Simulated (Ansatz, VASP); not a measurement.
Two plane-wave programs on Zr

INCAR

```
ALGO = Fast
EDIFF = 1E-6
ENCUT = 520
GGA = CA
ISIF = 2
ISMEAR = -1
LASPH = True
LCHARG = True
LELF = True
LREAL = False
LVHAR = True
LWAVE = False
NBANDS = 25
NELM = 60
PREC = Accurate
SIGMA = 0.1
```

The input KPOINTS:

```
k-points
0
Gamma
  8 8 12
```

File POSCAR:

```
Zr
1.0
    4.8608656732      0.0000000000      0.0000000000
   -2.4304328366      4.2096331574      0.0000000000
    0.0000000000      0.0000000000      3.0372579337
Zr
3
Direct
    1.0000000000      0.0000000000      1.0000000000
    0.3333333333      0.6666666667      0.5000000000
    0.6666666667      0.3333333333      0.5000000000
```

Input for Ansatz:

```yaml
crystal:
  lattice:
    - [4.8608656732, 0.0, 0.0]
    - [-2.4304328366, 4.2096331574, 0.0]
    - [0.0, 0.0, 3.0372579337]
  atoms:
    - { symbol: Zr, position: [1.0, 0.0, 1.0] }
    - { symbol: Zr, position: [0.3333333333, 0.6666666667, 0.5] }
    - { symbol: Zr, position: [0.6666666667, 0.3333333333, 0.5] }
hamiltonian:
  xc: lda
  pseudopotentials:
    kind: paw
    azcp:
      Zr: "pseudopotentials/Zr.paw.azcp"
basis:
  ecutwfc: 420
  fft_grid_basis: typed
kpoints:
  mp_grid: { grid: [8, 8, 12], shift: [0, 0, 0] }
magnetization:
  spin_polarized: false
scf:
  occupations: { method: fermi_dirac, width: 0.1 }
  lower_state_search: "off"
output:
  stress: true
```

Alike in both runs: task single point; functional LDA; k mesh 8 × 8 × 12; occupations fermi-dirac, width 0.1 eV; no spin polarisation.

|  | VASP | Ansatz |
| --- | --- | --- |
| version | VASP 6.6.1 | Ansatz 0.2.0 |
| potentials or method | VASP PAW LDA potentials, release 64 (Zr_sv) | plane waves (420 eV) with PAW, scalar-relativistic |
| plane-wave cutoff (eV) | 520 | 420 |
| valence electrons in the cell | 36 | 36 |

|  | VASP | Ansatz | Ansatz less VASP |
| --- | --- | --- | --- |
| pressure (GPa) | 4.8 | 4.7 | -0.14 |
| largest component of the traceless stress (GPa) | 0.05 | 0.03 | -0.026 |

Ansatz warned: «pseudo_functional_mismatch».
